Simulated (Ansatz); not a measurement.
An input for Ansatz 0.2.0 (SnTe (puckered layers in the stacking of the orthorhombic crystal)):

```yaml
crystal:
  lattice:
    - [4.6712448438, 0.0, 0.0]
    - [0.0, 4.5447962522, 0.0]
    - [0.0, 0.0, 29.4]
  atoms:
    - { symbol: Sn, position: [0.0811303308, 0.25, 0.4534961932] }
    - { symbol: Sn, position: [0.5811303308, 0.75, 0.5465038068] }
    - { symbol: Te, position: [0.5288696692, 0.75, 0.447203926] }
    - { symbol: Te, position: [0.0288696692, 0.25, 0.552796074] }
  periodic: [true, true, false]
kpoints:
  mp_grid: { grid: [4, 4, 1] }
  band_path:
    path:
      - [0.0, 0.0, 0.0]
      - [0.5, 0.0, 0.0]
      - [0.5, 0.5, 0.0]
      - [0.0, 0.5, 0.0]
      - [0.4, 0.0, 0.0]
      - [0.0, 0.4, 0.0]
    npoints: 1
hamiltonian:
  xc: pbe
  pseudopotentials: { kind: paw_fr, azcp: { folder: soft_1 } }
scf:
  occupations: { method: fermi_dirac, width: 0.02 }
  n_extra_bands: 10
magnetization:
  noncollinear: true
  spin_orbit: true
output:
  eigenvalues: true
  forces: true
  stress: true
```

```sh
ansatz run input.yaml --threads 3 --pin off --max-ram 92160MiB --backend cuda --events-out ev --progress --plain --runs-dir out --devices 1 --max-vram 13GiB
```

How long will it take on 1 × NVIDIA H100 80GB HBM3 (shared by 6 runs) with 3 threads of AMD EPYC 7R13 (Zen 3), shared host, and how much memory?

It took 19 s; on shared hardware allow 9.4 s to 38 s. Peak host memory was 1.3 GiB. The sizes that set the cost: 12183 plane waves a state, 9 irreducible k points and 8 SCF cycles.

[Paths, hosts, dates, memory and timing lines, banners, echoed tables and standing remarks are left out of the program output.]

[Logs are printed without paths, hosts, clocks, repeated set-up lines and the standing remarks that a program may print on its own settings, such as how far it seeks lower states.]

[Runs of the session that timed out or met a known fault of the program may be left out.]

[Cells called generated may have been cut or substituted from an entry of the Crystallography Open Database or the Materials Project.]

[Hosts, paths, dates, database ids (printed as entryN), source tags and the programs' standing remarks are cut or masked in the printed files.]
